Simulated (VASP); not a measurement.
BaS: relaxation of cell and atoms with PBE+D3(BJ)

The system is BaS.

```
Ba S
1.0
     0.00000    3.21439    3.21439
     3.21439    0.00000    3.21439
     3.21439    3.21439    0.00000
Ba S
1 1
Direct
  0.00000 0.00000 0.00000
  0.50000 0.50000 0.50000
```

| Property | Result |
| --- | --- |
| Program | VASP 6.6.1 |
| Task | relaxation of cell and atoms |
| Functional | PBE |
| Dispersion | D3(BJ) |
| Potentials or basis | VASP PAW PBE potentials, release 64 (Ba_sv, S) |
| Cutoff | 600 eV |
| k mesh | 8 × 8 × 8 |
| Occupations | gaussian, width 0.02 eV |
| Spin | no spin polarisation |
| Dipole correction | no |
| Further INCAR settings | ALGO = Normal; EDIFF = 1e-06; IBRION = 2; EDIFFG = -0.005; NSW = 70; ISIF = 3 |

```yaml
Relaxed_volume: 32.60 Å³/atom
Relaxed_cell: a = 4.518 Å, b = 4.518 Å, c = 4.518 Å, α = 60.00°, β = 60.00°, γ = 60.00°
Space_group_after_relaxing_to_0.05_Å: Fm-3m (No. 225)
Energy_gained_by_relaxing: 1.6 meV/atom
Ionic_steps: 3
Pressure_after_relaxing: 0.0 GPa
Band_gap_on_the_k_mesh: 2.11 eV, indirect (least direct gap 2.25 eV)
Dispersion_energy_per_atom: -0.277 eV
```

Step by step:
| step | energy change (eV) | largest force (eV/Å) | pressure (GPa) | volume (Å³) |
| --- | --- | --- | --- | --- |
| 1 | 0.0000 | 0.0000 | -0.80 | 66.42 |
| 2 | -0.0028 | 0.0000 | 0.24 | 64.85 |
| 3 | -0.0031 | 0.0000 | 0.00 | 65.20 |

Final structure:
```
Ba S
1.0
     0.00000    3.19444    3.19444
     3.19444    0.00000    3.19444
     3.19444    3.19444    0.00000
Ba S
1 1
Direct
  0.00000 0.00000 0.00000
  0.50000 0.50000 0.50000
```

Levels at points of the mesh, in eV from the valence-band top:
```csv
k point,band 5,band 6,band 7,band 8,band 9,band 10,band 11,band 12
"(0.00, 0.00, 0.00)",-10.36,0.00,0.00,0.00,3.60,3.87,3.87,3.87
"(0.50, 0.00, 0.00)",-9.12,-1.93,-1.09,-1.09,5.54,5.69,6.31,6.31
"(0.50, 0.50, 0.00)",-10.27,-0.52,-0.14,-0.14,2.11,5.93,6.02,7.49
```

Wall time 60 s on 1 thread of Intel(R) Xeon(R) Platinum 8259CL CPU @ 2.50GHz (Skylake/Cascade Lake), with other jobs on the host, peak memory 0.23 GiB.

Caveat: spin-orbit coupling is left out, which moves the levels of the heavy elements. A k mesh can miss the band edges.
